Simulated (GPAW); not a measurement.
Here is a GPAW 26.7.0 calculation.

The input run.py:

```python
from ase.dft.bandgap import bandgap
from ase.io import read, write
from ase.units import Bohr, GPa
from gpaw import GPAW, PW
from gpaw.elf import elf_from_dft_calculation

atoms = read('POSCAR')

calc = GPAW(mode=PW(600),
            xc='PBE',
            kpts={'size': (9, 9, 9), 'gamma': True},
            occupations={'name': 'methfessel-paxton', 'order': 0, 'width': 0.013000000000000001},
            nbands=15,
            convergence={'density': 1e-05, 'energy': 1e-05},
            maxiter=150,
            txt='gpaw.txt')
atoms.calc = calc
energy = atoms.get_potential_energy()
forces = atoms.get_forces()
stress = atoms.get_stress()
calc.write('gs.gpw')
write('result.traj', atoms)
print(f'Energy: {energy:.6f} eV')
print('Forces (eV/A):')
print(forces.round(4))
print('Stress (GPa):', (stress / GPa).round(3))
print('Fermi level:', round(calc.get_fermi_level(), 4), 'eV')
print(f'Gap: {bandgap(calc)[0]:.4f} eV, direct: {bandgap(calc, direct=True)[0]:.4f} eV')

# fields on the real-space grid
write('density.cube', atoms, data=calc.get_pseudo_density() * Bohr**3)
write('potential.cube', atoms, data=calc.get_electrostatic_potential())
write('elf.cube', atoms, data=elf_from_dft_calculation(calc).data)
```

Contents of POSCAR:

```
Bi
1.0
   -1.9814305318      1.9814305318      1.9814305318
    1.9814305318     -1.9814305318      1.9814305318
    1.9814305318      1.9814305318     -1.9814305318
Bi
1
Direct
    0.0000000000      0.0000000000      0.0000000000
```

Potentials or basis: GPAW PAW data sets (gpaw-data 1.2.1), pw.

Launch:

```bash
$ OMP_NUM_THREADS=1 python run.py
```

Problem. Estimate the band gap on the k mesh.

Solution. None (metal or under the smearing width).

Problem. Estimate the pressure.

Solution. 0.7 GPa.

Caveat: spin-orbit coupling is left out, which moves the levels of the heavy elements.
